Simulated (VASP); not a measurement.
# AlNi in VASP: notebook

Runs on AlNi. Level: PBE+D3(BJ). Tasks: single point.

All numbers are computed with VASP 6.6.1; they aren't measurements. Logs are shortened: lines on timing, memory, paths and dates and some standing lists are left out, and cuts for length are marked.

### Step 1. The cell of the first run

The cell holds a slab with vacuum, 8 atoms: a = 2.857 Å, b = 4.041 Å, c = 23.062 Å, α = 90.00°, β = 90.00°, γ = 90.00°.

### Step 2. Single point, PBE+D3(BJ) (clean slab, lower half held)

INCAR reads:

```
  PREC = Accurate
  ENCUT = 520
  EDIFF = 1E-6
  ISMEAR = 0
  SIGMA = 0.1
  LREAL = F
  LASPH = T
  NELM = 100
  ALGO = Fast
  ISIF = 2
  LWAVE = F
  LCHARG = T
  LDIPOL = T
  IDIPOL = 3
  DIPOL = 0.5 0.5 0.500
  GGA = PE
  IVDW = 12
  LELF = T
  LVHAR = T
  LVACPOTAV = T
  NBANDS = 36
```

KPOINTS reads:

```
regular mesh
0
Gamma
  10 7 1
```

POSCAR reads:

```
AlNi
1.0
    2.8574230047      0.0000000000      0.0000000000
    0.0000000000      4.0410063667      0.0000000000
    0.0000000000      0.0000000000     23.0615095501
Al Ni
4 4
Direct
    0.0000000000      0.5000000000      0.3685795148
    0.0000000000      0.0000000000      0.4561931716
    0.0000000000      0.5000000000      0.5441435808
    0.0000000000      0.0000000000      0.6356719140
    0.5000000000      0.0000000000      0.3685795148
    0.5000000000      0.5000000000      0.4561931716
    0.5000000000      0.0000000000      0.5427087862
    0.5000000000      0.5000000000      0.6278130318
```

Potentials or basis: VASP PAW PBE potentials, release 64 (Al, Ni).

Launch:

```bash
cat potpaw_PBE.64/Al/POTCAR potpaw_PBE.64/Ni/POTCAR > POTCAR
mpirun -np 1 vasp_std > vasp.out
```

OUTCAR:

```text
PREC = Accurate
   ENCUT = 520
   EDIFF = 1E-6
   ISMEAR = 0
   LREAL = F
   LASPH = T
   NELM = 100
   ISIF = 2
   GGA = PE
   IVDW = 12
 IVDW          = 12

 ion  position               nearest neighbor table
   1  0.000  0.500  0.369-   6 2.47   6 2.47   5 2.47   5 2.47   5 2.47   5 2.47   2 2.86   2 2.86

   2  0.000  0.000  0.456-   7 2.45   7 2.45   5 2.47   5 2.47   6 2.47   6 2.47   6 2.47   6 2.47
                             1 2.86   1 2.86   3 2.86   3 2.86
   3  0.000  0.500  0.544-   8 2.40   8 2.40   7 2.47   7 2.47   7 2.47   7 2.47   6 2.48   6 2.48
                             2 2.86   2 2.86   4 2.92   4 2.92
   4  0.000  0.000  0.636-   8 2.48   8 2.48   8 2.48   8 2.48   7 2.58   7 2.58   3 2.92   3 2.92

   5  0.500  0.000  0.369-   2 2.47   2 2.47   1 2.47   1 2.47   1 2.47   1 2.47   6 2.86   6 2.86

   6  0.500  0.500  0.456-   1 2.47   1 2.47   2 2.47   2 2.47   2 2.47   2 2.47   3 2.48   3 2.48
                             7 2.84   7 2.84   5 2.86   5 2.86
   7  0.500  0.000  0.543-   2 2.45   2 2.45   3 2.47   3 2.47   3 2.47   3 2.47   4 2.58   4 2.58
                             8 2.82   8 2.82   6 2.84   6 2.84
   8  0.500  0.500  0.628-   3 2.40   3 2.40   4 2.48   4 2.48   4 2.48   4 2.48   7 2.82   7 2.82

  LATTYP: Found a simple orthorhombic cell.
 ALAT       =     2.8574230047
 B/A-ratio  =     1.4142135624
 C/A-ratio  =     8.0707369935

  Lattice vectors:

 A1 = (   2.8574230047,   0.0000000000,   0.0000000000)
 A2 = (   0.0000000000,   4.0410063667,   0.0000000000)
 A3 = (   0.0000000000,   0.0000000000,  23.0615095501)

Analysis of symmetry for initial positions (statically):
=====================================================================
 Subroutine PRICEL returns:
 Original cell was already a primitive cell.

 Routine SETGRP: Setting up the symmetry group for a
 simple orthorhombic supercell.

 Subroutine GETGRP returns: Found  4 space group operations
 (whereof  4 operations were pure point group operations)
 out of a pool of  8 trial point group operations.

The static configuration has the point symmetry C_2v.

Analysis of symmetry for dynamics (positions and initial velocities):
=====================================================================
 Subroutine PRICEL returns:
 Original cell was already a primitive cell.

 Routine SETGRP: Setting up the symmetry group for a
 simple orthorhombic supercell.

 Subroutine GETGRP returns: Found  4 space group operations
 (whereof  4 operations were pure point group operations)
 out of a pool of  8 trial point group operations.

The dynamic configuration has the point symmetry C_2v.

 Subroutine INISYM returns: Found  4 space group operations
 (whereof  4 operations are pure point group operations),
 and found     1 'primitive' translations

----------------------------------------------------------------------------------------

                                     Primitive cell

  volume of cell :     266.2881

  direct lattice vectors                    reciprocal lattice vectors
     2.857423005  0.000000000  0.000000000     0.349965685  0.000000000  0.000000000
     0.000000000  4.041006367  0.000000000     0.000000000  0.247463109  0.000000000
     0.000000000  0.000000000 23.061509550     0.000000000  0.000000000  0.043362296

  length of vectors
     2.857423005  4.041006367 23.061509550     0.349965685  0.247463109  0.043362296

  position of ions in fractional coordinates (direct lattice)
     0.000000000  0.500000000  0.368579515
     0.000000000  0.000000000  0.456193172
     0.000000000  0.500000000  0.544143581
     0.000000000  0.000000000  0.635671914
     0.500000000  0.000000000  0.368579515
     0.500000000  0.500000000  0.456193172
     0.500000000  0.000000000  0.542708786
     0.500000000  0.500000000  0.627813032

  ion indices of the primitive-cell ions
   primitive index   ion index
                 1           1
                 2           2
                 3           3
                 4           4
                 5           5
                 6           6
                 7           7
                 8           8

----------------------------------------------------------------------------------------

 KPOINTS: regular mesh

Automatic generation of k-mesh.
 Grid dimensions read from file:
 generate k-points for:   10    7    1

 Generating k-lattice:

  Cartesian coordinates                     Fractional coordinates (reciprocal lattice)
     0.034996569  0.000000000  0.000000000     0.100000000  0.000000000  0.000000000
     0.000000000  0.035351873  0.000000000     0.000000000  0.142857143  0.000000000
     0.000000000  0.000000000  0.043362296     0.000000000  0.000000000  1.000000000

  Length of vectors
     0.034996569  0.035351873  0.043362296

  Shift w.r.t. Gamma in fractional coordinates (k-lattice)
     0.000000000  0.000000000  0.000000000

 Subroutine IBZKPT returns following result:
 ===========================================

 Found     24 irreducible k-points:

 Following reciprocal coordinates:
            Coordinates               Weight
  0.000000  0.000000  0.000000      1.000000
  0.100000  0.000000  0.000000      2.000000
  0.200000  0.000000  0.000000      2.000000
  0.300000  0.000000  0.000000      2.000000
  0.400000  0.000000  0.000000      2.000000
  0.500000  0.000000  0.000000      1.000000
[... 16 lines left out ...]
  0.400000  0.428571  0.000000      4.000000
  0.500000  0.428571  0.000000      2.000000
   k-points           NKPTS =     24   k-points in BZ     NKDIM =     24   number of bands    NBANDS=     36
   number of dos      NEDOS =    301   number of ions     NIONS =      8
   total plane-waves  NPLWV = 129600
   dimension x,y,z NGX =    24 NGY =   30 NGZ =  180
   dimension x,y,z NGXF=    48 NGYF=   60 NGZF=  360
   ions per type =               4   4
   NGX,Y,Z   is equivalent  to a cutoff of  13.96, 12.34, 12.98 a.u.
   NGXF,Y,Z  is equivalent  to a cutoff of  27.93, 24.68, 25.95 a.u.
 SYSTEM =  unknown system
   PREC   = accura    normal or accurate (medium, high low for compatibility)
   ISTART =      0    job   : 0-new  1-cont  2-samecut
   ICHARG =      2    charge: 1-file 2-atom 10-const
   ISPIN  =      1    spin polarized calculation?
   LNONCOLLINEAR =      F non collinear calculations
   LSORBIT =      F    spin-orbit coupling
   LASPH  =      T    aspherical Exc in radial PAW
   ENCUT  =  520.0 eV  38.22 Ry    6.18 a.u.   5.31  7.51 42.88*2*pi/ulx,y,z
   NELM   =    100;   NELMIN=  2; NELMDL= -5     # of ELM steps
   EDIFF  = 0.1E-05   stopping-criterion for ELM
   LREAL  =      F    real-space projection
   EDIFFG = 0.1E-04   stopping-criterion for IOM
   NSW    =      0    number of steps for IOM
   IBRION =     -1    ionic relax: 0-MD 1-quasi-New 2-CG
   NFREE  =      0    steps in history (QN), initial steepest desc. (CG)
   ISIF   =      2    stress and relaxation
   ISYM   =      2    0-nonsym 1-usesym 2-fastsym
   POTIM  = 0.5000    time-step for ionic-motion
   TEBEG  =    0.0;   TEEND  =   0.0 temperature during run
   PSTRESS=    0.0 pullay stress
   NELECT =      52.0000    total number of electrons
   NUPDOWN=      -1.0000    fix difference up-down
   EMIN   =  10.00;   EMAX   =-10.00  energy-range for DOS
   EFERMI =   0.00;   METHOD = LEGACY
   ISMEAR =     0;   SIGMA  =   0.10  broadening in eV -4-tet -1-fermi 0-gaus
   EFERMI_NEDOS =   21; number of points for ismear=-14 and -15
   IALGO  =     68    algorithm
   IMIX   =      4    mixing-type and parameters
     AMIX     =   0.40;   BMIX     =  1.00
     AMIX_MAG =   1.60;   BMIX_MAG =  1.00
  volume/ion in A,a.u.               =      33.29       224.63
  Fermi-wavevector in a.u.,A,eV,Ry     =   0.949785  1.794834 12.273703  0.902092
  Thomas-Fermi vector in A             =   2.078101
   LORBIT       =      0    0 simple, 1 ext, 2 COOP (PROOUT), +10 PAW based schemes
   GGA     = PE    functional components
   LHFCALC =     F    Hartree Fock is set to
   AEXX    =    0.0000 exact exchange contribution
   IVDW    =    12    specifies the selected vdW correction
   LEPSILON=     F    determine dielectric tensor
   LRPA    =     F    only Hartree local field effects (RPA)
 non-spin polarized calculation
 RMM-DIIS sequential band-by-band and
 Gauss-broadening in eV      SIGMA  =   0.10
  energy-cutoff  :      520.00
  volume of cell :      266.29
 maximum number of plane-waves:      7207
 NGX is ok and might be reduce to    24
   NGX = 11   NGY = 15   NGZ = 85

 dipolmoment           0.000000      0.000000      0.003095 electrons x Angstroem

 number of electron      51.9999998 magnetization

 dipolmoment           0.000000      0.000000     -0.009101 electrons x Angstroem

 Free energy of the ion-electron system (eV)
  ---------------------------------------------------
  ext. energy  EPLUGINS =         0.00000000
  ---------------------------------------------------
  free energy    TOTEN  =       -39.83551589 eV

  energy without entropy =      -39.80140193  energy(sigma->0) =      -39.81845891

 E-fermi :   0.5471     XC(G=0):  -5.1556

 val. band max:        0.5326513702   @ k =   0.5000   0.2857   0.0000
 cond. band min:       0.5649596443   @ k =   0.3000   0.2857   0.0000
 fundamental gap:      0.0323082741
 Fermi energy:         0.5471442949

 k-point     1 :       0.0000    0.0000    0.0000
  band No.  band energies     occupation
      1     -10.1945      2.00000
      2      -8.7236      2.00000
      3      -6.7650      2.00000
      4      -5.0232      2.00000
      5      -3.1205      2.00000
      6      -2.8587      2.00000
[... 28 lines left out ...]
     35       5.5921      0.00000
     36       6.8583      0.00000

 k-point     2 :       0.1000    0.0000    0.0000
  band No.  band energies     occupation
      1     -10.0096      2.00000
      2      -8.5459      2.00000
      3      -6.6029      2.00000
      4      -4.9004      2.00000
      5      -2.9759      2.00000
      6      -2.8045      2.00000
[... 850 lines left out ...]
 k-point    24 :       0.5000    0.4286    0.0000
  band No.  band energies     occupation
      1      -5.1898      2.00000
      2      -4.7887      2.00000
      3      -4.2777      2.00000
      4      -4.2381      2.00000
      5      -4.1431      2.00000
      6      -3.4353      2.00000
[... 28 lines left out ...]
     35       4.6900      0.00000
     36       5.0721      0.00000

------------------------ aborting loop because EDIFF is reached ----------------------------------------

 Edisp (eV)   -2.64422

 E8    (eV) :    -1.2112

  FORCE on cell =-STRESS in cart. coord.  units (eV):
  Direction    XX          YY          ZZ          XY          YZ          ZX
  --------------------------------------------------------------------------------------
  -------------------------------------------------------------------------------------
  Total      -3.88122    -3.09947     0.06870     0.00000     0.00000     0.00000
  in kB     -23.35217   -18.64860     0.41338     0.00000     0.00000     0.00000
  external pressure =      -13.86 kB  Pullay stress =        0.00 kB

 VOLUME and BASIS-vectors are now :
 -----------------------------------------------------------------------------
  energy-cutoff  :      520.00
  volume of cell :      266.29
      direct lattice vectors                 reciprocal lattice vectors
     2.857423005  0.000000000  0.000000000     0.349965685  0.000000000  0.000000000
     0.000000000  4.041006367  0.000000000     0.000000000  0.247463109  0.000000000
     0.000000000  0.000000000 23.061509550     0.000000000  0.000000000  0.043362296

 POSITION                                       TOTAL-FORCE (eV/Angst)
 -----------------------------------------------------------------------------------
      0.00000      2.02050      8.50000         0.000000      0.000000     -0.577727
      0.00000      0.00000     10.52050         0.000000      0.000000     -0.391752
      0.00000      2.02050     12.54877         0.000000      0.000000      0.009018
      0.00000      0.00000     14.65955         0.000000      0.000000     -0.012630
      1.42871      0.00000      8.50000         0.000000      0.000000      0.546951
      1.42871      2.02050     10.52050         0.000000      0.000000      0.411926
      1.42871      0.00000     12.51568         0.000000      0.000000      0.000394
      1.42871      2.02050     14.47832         0.000000      0.000000      0.013820
 -----------------------------------------------------------------------------------
    total drift:                                0.000000     -0.000000     -0.000760

  FREE ENERGIE OF THE ION-ELECTRON SYSTEM (eV)
  ---------------------------------------------------
  free  energy   TOTEN  =       -42.4797336309 eV

  energy  without entropy=      -42.4456196679  energy(sigma->0) =      -42.46267665

 vacuum level on the upper side and lower side of the slab         5.266         5.409
```

It took 9.5 min on 1 thread of Intel Xeon Platinum 8488C (Sapphire Rapids), shared host; peak memory 0.46 GiB.

Results:

```yaml
Free_energy: -42.4797 eV
Largest_force: 0.578 eV/Å
Band_gap_on_the_k_mesh: none (metal or under the smearing width)
Dispersion_energy_per_atom: -0.331 eV
Work_function_of_the_upper_face: 4.72 eV
Work_function_of_the_lower_face: 4.86 eV
```

Forces on the atoms (eV/Å):
```
Al   0.000  0.000 -0.578
Al   0.000  0.000 -0.392
Al   0.000  0.000  0.009
Al   0.000  0.000 -0.013
Ni   0.000  0.000  0.547
Ni   0.000  0.000  0.412
Ni   0.000  0.000  0.000
Ni   0.000  0.000  0.014
```

Levels at points of the mesh, in eV from the Fermi level:
```csv
k point,band 22,band 23,band 24,band 25,band 26,band 27,band 28,band 29,band 30,band 31
"(0.00, 0.00, 0.00)",-1.29,-1.28,-1.25,-1.16,-1.02,0.27,2.08,2.20,2.87,3.37
"(0.50, 0.00, 0.00)",-0.97,-0.78,-0.57,-0.28,0.02,0.91,1.63,2.81,3.08,3.98
```

Spin polarisation is off, so any magnetic state and its effect on volume and gap are missing.

(Continued in part 2 of 2.)
